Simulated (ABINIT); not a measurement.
# In in ABINIT: work function with PBE

Aim: the work function of In with PBE.

Everything below comes from runs of ABINIT 10.8.3 (patched build). Logs are shortened: lines on timing, memory, paths and dates and some standing lists are left out, and cuts for length are marked. The log counts tension as positive stress, the text compression.

## 1. The undisturbed slab

The cell holds a slab with vacuum, 5 atoms: a = 3.339 Å, b = 3.339 Å, c = 25.932 Å, α = 90.00°, β = 90.00°, γ = 120.00°.

## 2. Work function, PBE

Contents of run.abi:

```
# Pseudopotentials
pp_dirpath "./"
pseudos "In.GGA_PBE-JTH.xml"

# Structure
acell 6.3103126348 6.3103126308 49.0038833414
rprim
     1.0000000000     0.0000000000     0.0000000000
    -0.5000000003     0.8660254036     0.0000000000
     0.0000000000     0.0000000000     1.0000000000
ntypat 1
znucl 49
natom 5
typat 1 1 1 1 1
xred
     0.6666666700     0.3333333300     0.2846993500
     0.0000000000     0.0000000000     0.3928403700
     0.6666666700     0.3333333300     0.5000000000
     0.3333333300     0.6666666700     0.6071596300
     0.6666666700     0.3333333300     0.7153006500
chkprim 0
chksymtnons 0
tolsym 1.0e-6

# Plane-wave basis
ecut 598.650497 eV
pawecutdg 44.0
pawxcdev 0

# k points
kptopt 1
ngkpt 9 9 1
nshiftk 1
shiftk 0.0 0.0 0.0

# Exchange and correlation
ixc 11

# Bands and occupations
nband 39
occopt 3
tsmear 0.05 eV

# SCF cycle
nstep 120
tolvrs 1.0e-9

# Output
iomode 3
prtwf 0
prteig 0
prtebands 0
enunit 1
prtden 1
prtvha 1
prtvclmb 1
prtpot 1
```

Potentials or basis: JTH PAW PBE v2.0.

Started as:

```
$ mpirun --bind-to none -np 4 abinit run.abi > log 2>&1
```

run.abo:

```text
.Version 10.8.3 of ABINIT
 Symmetries : space group P-3 m 1 (#164); Bravais hP (primitive hexag.)
================================================================================
 Values of the parameters that define the memory need of the present run
     intxc =       0    ionmov =       0      iscf =      17    lmnmax =      18
     lnmax =       6     mgfft =     216  mpssoang =       3    mqgrid =   14633
     natom =       5  nloc_mem =       2    nspden =       1   nspinor =       1
    nsppol =       1      nsym =      12    n1xccc =       1    ntypat =       1
    occopt =       3   xclevel =       2
       mpw =        8383          nfft =      194400          nkpt =          12
Pmy_natom=         2
 PAW method is used; the additional fine FFT grid is defined by:
   mgfftf=       300    nfftf =    480000
================================================================================
================================================================================

--------------------------------------------------------------------------------
------------- Echo of variables that govern the present computation ------------
--------------------------------------------------------------------------------
 -outvars: echo values of preprocessed input variables --------
            acell      6.3103126348E+00  6.3103126308E+00  4.9003883341E+01 Bohr
              amu      1.14820000E+02
          chkprim           0
      chksymtnons           0
             ecut      2.20000000E+01 Hartree
           enunit           1
              ixc          11
         kptrlatt        9    0    0      0    9    0      0    0    1
          kptrlen      5.67928137E+01
            natom           5
            nband          39
            ngfft          30      30     216
          ngfftdg          40      40     300
             nkpt          12
            nstep         120
             nsym          12
           ntypat           1
           occopt           3
        pawecutdg      4.40000000E+01 Hartree
         pawxcdev           0
        prtebands           0
           prteig           0
           prtpot           1
         prtvclmb           1
           prtvha           1
            prtwf           0
            rprim      1.0000000000E+00  0.0000000000E+00  0.0000000000E+00
                      -5.0000000030E-01  8.6602540360E-01  0.0000000000E+00
                       0.0000000000E+00  0.0000000000E+00  1.0000000000E+00
          spgroup         164
           tolsym      1.00000000E-06
           tolvrs      1.00000000E-09
           tsmear      1.83746611E-03 Hartree
            typat      1  1  1  1  1
           useylm           1
           xangst      1.6696368356E+00  9.6396525637E-01  7.3827490362E+00
                       1.6696368157E-08 -9.6396525881E-09  1.0187033666E+01
                       1.6696368356E+00  9.6396525637E-01  1.2965869146E+01
                       1.6734082863E-08  1.9279305224E+00  1.5744704627E+01
                       1.6696368356E+00  9.6396525637E-01  1.8548989256E+01
            xcart      3.1551563490E+00  1.8216303294E+00  1.3951373735E+01
                       3.1551563113E-08 -1.8216303340E-08  1.9250703663E+01
                       3.1551563490E+00  1.8216303294E+00  2.4501941671E+01
                       3.1622833580E-08  3.6432606771E+00  2.9753179678E+01
                       3.1551563490E+00  1.8216303294E+00  3.5052509607E+01
             xred      6.6666667000E-01  3.3333333000E-01  2.8469935000E-01
                       3.3333333362E-09 -3.3333333084E-09  3.9284037000E-01
                       6.6666667000E-01  3.3333333000E-01  5.0000000000E-01
                       3.3333333667E-01  6.6666666333E-01  6.0715963000E-01
                       6.6666667000E-01  3.3333333000E-01  7.1530065000E-01
            znucl       49.00000

================================================================================

 chkinp: Checking input parameters for consistency.

================================================================================
== DATASET  1 ==================================================================

--- !DatasetInfo
iteration_state: {dtset: 1, }
dimensions: {natom: 5, nkpt: 12, mband: 39, nsppol: 1, nspinor: 1, nspden: 1, mpw: 8383, }
cutoff_energies: {ecut:  22.0, pawecutdg:  44.0, }
electrons: {nelect:   6.50000000E+01, charge:   0.00000000E+00, occopt:   3.00000000E+00, tsmear:   1.83746611E-03, }
meta: {optdriver: 0, ionmov: 0, optcell: 0, iscf: 17, paral_kgb: 0, }
...

 Exchange-correlation functional for the present dataset will be:
  GGA: Perdew-Burke-Ernzerhof functional - ixc=11
  J.P.Perdew, K.Burke, M.Ernzerhof, PRL 77, 3865 (1996)

 Real(R)+Recip(G) space primitive vectors, cartesian coordinates (Bohr,Bohr^-1):
 R(1)=  6.3103126  0.0000000  0.0000000  G(1)=  0.1584708  0.0914931  0.0000000
 R(2)= -3.1551563  5.4648910  0.0000000  G(2)=  0.0000000  0.1829863  0.0000000
 R(3)=  0.0000000  0.0000000 49.0038833  G(3)=  0.0000000  0.0000000  0.0204065
 Unit cell volume ucvol=  1.6899073E+03 bohr^3
 Angles (23,13,12)=  9.00000000E+01  9.00000000E+01  1.20000000E+02 degrees

 Coarse grid specifications (used for wave-functions):

 getcut: wavevector=  0.0000  0.0000  0.0000  ngfft=  30  30 216
         ecut(hartree)=     22.000   => boxcut(ratio)=   2.08760

 Fine grid specifications (used for densities):

 getcut: wavevector=  0.0000  0.0000  0.0000  ngfft=  40  40 300
         ecut(hartree)=     44.000   => boxcut(ratio)=   2.05021

--- Pseudopotential description ------------------------------------------------
- pspini: atom type   1  psp file is ./In.GGA_PBE-JTH.xml
 Pseudopotential format is: paw10
[... 76 lines left out ...]
- [  1.11739914E-05,  -5.73162784E-14,   0.00000000E+00, ]
- [ -5.73162784E-14,   1.11739964E-05,   0.00000000E+00, ]
- [  0.00000000E+00,   0.00000000E+00,  -2.28297385E-05, ]
pressure_GPa:   4.7245E-03
xred      :
- [  6.6667E-01,   3.3333E-01,   2.8470E-01, In]
- [  3.3333E-09,  -3.3333E-09,   3.9284E-01, In]
- [  6.6667E-01,   3.3333E-01,   5.0000E-01, In]
- [  3.3333E-01,   6.6667E-01,   6.0716E-01, In]
- [  6.6667E-01,   3.3333E-01,   7.1530E-01, In]
cartesian_forces: # hartree/bohr
- [ -5.46183063E-28,  -1.26135576E-27,  -1.48321330E-03, ]
- [ -5.46183063E-28,  -2.83805045E-27,  -6.53585206E-04, ]
- [ -3.27709838E-27,  -1.26135576E-27,  -0.00000000E+00, ]
- [  7.64656289E-27,   8.19881241E-27,   6.53585206E-04, ]
- [ -3.27709838E-27,  -2.83805045E-27,   1.48321330E-03, ]
force_length_stats: {min:   3.51146581E-27, max:   1.48321330E-03, mean:   8.54719403E-04, }
...

 Integrated electronic density in atomic spheres:
 ------------------------------------------------
 Atom  Sphere_radius  Integrated_density
    1        2.50645         11.07971615
    2        2.50645         11.10350297
    3        2.50645         11.11135882
    4        2.50645         11.10422995
    5        2.50645         11.07959023

================================================================================

 ----iterations are completed or convergence reached----

 Mean square residual over all n,k,spin=   13.621E-10; max=  58.331E-08
 reduced coordinates (array xred) for    5 atoms
       0.666666670000      0.333333330000      0.284699350000
       0.000000003333     -0.000000003333      0.392840370000
       0.666666670000      0.333333330000      0.500000000000
       0.333333336667      0.666666663333      0.607159630000
       0.666666670000      0.333333330000      0.715300650000
 rms dE/dt=  2.9003E-02; max dE/dt=  7.2683E-02; dE/dt below (all hartree)
    1      -0.000000000000      0.000000000000      0.072683211595
    2      -0.000000000000      0.000000000000      0.032028213183
    3       0.000000000000      0.000000000000      0.000000000000
    4      -0.000000000000     -0.000000000000     -0.032028213183
    5       0.000000000000      0.000000000000     -0.072683211595

 cartesian coordinates (angstrom) at end:
    1      1.66963683558724     0.96396525636868     7.38274903622369
    2      0.00000001669637    -0.00000000963965    10.18703366553966
    3      1.66963683558724     0.96396525636868    12.96586914621282
    4      0.00000001673408     1.92793052237700    15.74470462688598
    5      1.66963683558724     0.96396525636868    18.54898925620195

 cartesian forces (hartree/bohr) at end:
    1     -0.00000000000000    -0.00000000000000    -0.00148321330145
    2     -0.00000000000000    -0.00000000000000    -0.00065358520588
    3     -0.00000000000000    -0.00000000000000    -0.00000000000000
    4      0.00000000000000     0.00000000000000     0.00065358520588
    5     -0.00000000000000    -0.00000000000000     0.00148321330145
 frms,max,avg= 5.9184405E-04 1.4832133E-03   0.000E+00  0.000E+00  0.000E+00 h/b

 cartesian forces (eV/Angstrom) at end:
    1     -0.00000000000000    -0.00000000000000    -0.07626989452062
    2     -0.00000000000000    -0.00000000000000    -0.03360870258129
    3     -0.00000000000000    -0.00000000000000    -0.00000000000000
    4      0.00000000000000     0.00000000000000     0.03360870258129
    5     -0.00000000000000    -0.00000000000000     0.07626989452062
 frms,max,avg= 3.0433845E-02 7.6269895E-02   0.000E+00  0.000E+00  0.000E+00 e/A
 length scales=  6.310312634800  6.310312630800 49.003883341400 bohr
              =  3.339273637744  3.339273635627 25.931738292426 angstroms
 Fermi (or HOMO) energy (eV) =   1.23322   Average Vxc (eV)=  -6.05565
 Eigenvalues (   eV  ) for nkpt=  12  k points:
 kpt#   1, nband= 39, wtk=  0.01235, kpt=  0.0000  0.0000  0.0000 (reduced coord)
 -13.43706  -13.43055  -13.38301  -13.38296  -13.38296  -13.38272  -13.37465  -13.37465
 -13.34694  -13.31264  -13.31264  -13.29631  -13.29631  -13.27943  -13.27943  -13.20843
 -13.20843  -13.20793  -13.20793  -13.12770  -13.12770  -13.12050  -13.12050  -13.07105
 -13.07105   -7.94549   -7.42364   -6.54541   -5.41340   -4.05210   -1.39569    0.39824
   2.45570    4.15519    5.07818    5.23049    6.86582    7.30171    9.40596
 prteigrs : prtvol=0 or 1, do not print more k-points.

--- !EnergyTerms
iteration_state     : {dtset: 1, }
comment             : Components of total free energy in Hartree
kinetic             :  6.97533732511881E+01
hartree             :  7.84872916014210E+02
xc                  : -3.77267298061316E+01
Ewald energy        :  4.87709062698162E+02
psp_core            :  4.93243486263653E+00
local_psp           : -1.65526933961980E+03
PAW spherical_terms :  5.55475249601674E+01
internal            : -2.90180757639568E+02
'-kT*entropy'       : -7.04060497558623E-04
total_energy        : -2.90181461700066E+02
total_energy_eV     : -7.89623983574383E+03
...

--- !EnergyTermsDC
iteration_state     : {dtset: 1, }
comment             : '"Double-counting" decomposition of free energy'
band_energy         : -2.56907665905381E+01
Ewald energy        :  4.87709062698162E+02
psp_core            :  4.93243486263653E+00
xc_dc               : -7.99105997337692E+02
PAW spherical_terms :  4.19745253177428E+01
internal            : -2.90180741049689E+02
'-kT*entropy'       : -7.04060497558623E-04
total_energy_dc     : -2.90181445110187E+02
total_energy_dc_eV  : -7.89623938431023E+03
...

--- !EnergyTermsWithPAWCore
iteration_state     : {dtset: 1, }
comment             : 'Components of total free energy, including PAW core contributions'
Total energy        : -2.94085976642230E+04
Total energy DC     : -2.94085976476331E+04
Total energy (eV)   : -8.00248709993825E+05
Total energy DC (eV): -8.00248709542392E+05
...

 Cartesian components of stress tensor (hartree/bohr^3)
  sigma(1 1)=  1.11739914E-05  sigma(3 2)=  0.00000000E+00
  sigma(2 2)=  1.11739964E-05  sigma(3 1)=  0.00000000E+00
  sigma(3 3)= -2.28297385E-05  sigma(2 1)= -5.73162784E-14

-Cartesian components of stress tensor (GPa)         [Pressure=  4.7245E-03 GPa]
- sigma(1 1)=  3.28750178E-01  sigma(3 2)=  0.00000000E+00
- sigma(2 2)=  3.28750324E-01  sigma(3 1)=  0.00000000E+00
- sigma(3 3)= -6.71674096E-01  sigma(2 1)= -1.68630313E-09

== END DATASET(S) ==============================================================
================================================================================

 -outvars: echo values of variables after computation  --------
            acell      6.3103126348E+00  6.3103126308E+00  4.9003883341E+01 Bohr
           etotal     -2.9018144511E+02
            fcart     -5.4618306336E-28 -1.2613557557E-27 -1.4832133014E-03
                      -5.4618306336E-28 -2.8380504503E-27 -6.5358520588E-04
                      -3.2770983802E-27 -1.2613557556E-27 -0.0000000000E+00
                       7.6465628870E-27  8.1988124119E-27  6.5358520588E-04
                      -3.2770983802E-27 -2.8380504503E-27  1.4832133014E-03
            rprim      1.0000000000E+00  0.0000000000E+00  0.0000000000E+00
                      -5.0000000030E-01  8.6602540360E-01  0.0000000000E+00
                       0.0000000000E+00  0.0000000000E+00  1.0000000000E+00
           strten      1.1173991440E-05  1.1173996403E-05 -2.2829738482E-05
                       0.0000000000E+00  0.0000000000E+00 -5.7316278381E-14
           xangst      1.6696368356E+00  9.6396525637E-01  7.3827490362E+00
                       1.6696368157E-08 -9.6396525881E-09  1.0187033666E+01
                       1.6696368356E+00  9.6396525637E-01  1.2965869146E+01
                       1.6734082863E-08  1.9279305224E+00  1.5744704627E+01
                       1.6696368356E+00  9.6396525637E-01  1.8548989256E+01
             xred      6.6666667000E-01  3.3333333000E-01  2.8469935000E-01
                       3.3333333362E-09 -3.3333333084E-09  3.9284037000E-01
                       6.6666667000E-01  3.3333333000E-01  5.0000000000E-01
                       3.3333333667E-01  6.6666666333E-01  6.0715963000E-01
                       6.6666667000E-01  3.3333333000E-01  7.1530065000E-01
 Calculation completed.
```

It took 2.3 min on 4 MPI ranks of Arm Neoverse V2, shared host; peak memory 1 GiB.

What came out:

| Quantity | Value |
| --- | --- |
| Free energy | -7896.2394 eV |
| Largest force | 0.076 eV/Å |
| Band gap on the k mesh | none (metal or under the smearing width) |
| Valence electrons inside the program's atomic spheres | In 11.08, 11.10, 11.11 (radii [1.3264] Å) |
| Work function | 3.87 eV |

Forces in eV/Å, atoms in the order of the input:
```
In   0.000  0.000 -0.076
In   0.000  0.000 -0.034
In   0.000  0.000  0.000
In   0.000  0.000  0.034
In   0.000  0.000  0.076
```

Levels at points of the mesh, in eV from the Fermi level:
```
           k point  band 29  band 30  band 31  band 32  band 33  band 34  band 35  band 36
(0.00, 0.00, 0.00)    -6.65    -5.29    -2.63    -0.84     1.22     2.92     3.84     4.00
```
